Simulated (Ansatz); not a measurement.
Here is an Ansatz 0.2.0 calculation.

File input.yaml:

```yaml
crystal:
  lattice:
    - [1.64034611, -2.1180379, 0.0]
    - [1.64034611, 2.1180379, 0.0]
    - [0.0, 0.0, 4.3094211]
  atoms:
    - { symbol: W, position: [0.5, 0.5, 0.5] }
    - { symbol: C, position: [0.0, 0.0, 0.0] }
hamiltonian:
  xc: pbe
  pseudopotentials: { kind: paw }
kpoints:
  mp_grid: { grid: [10, 10, 6] }
scf:
  occupations: { method: gaussian, width: 0.018 }
output:
  forces: true
  stress: true
  eigenvalues: true
```

Potentials or basis: Ansatz PAW.

Command:

```sh
$ ansatz run input.yaml --threads 2 --pin off --max-ram 5632MiB --backend cpu --events-out ev --progress --plain --runs-dir out
```

Estimate the pressure.

-32.1 GPa.

Estimate the band gap on the k mesh.

none (metal or under the smearing width).

Stress tensor (GPa, compression positive):
```
-35.18   0.00   0.00
  0.00  -2.26   0.00
  0.00   0.00 -58.89
```

Caveat: a pressure of tens of GPa on the cell as given is suspect, and the run, the potentials or the cell itself is likely at fault. Spin-orbit coupling is left out, which matters for the levels of W.
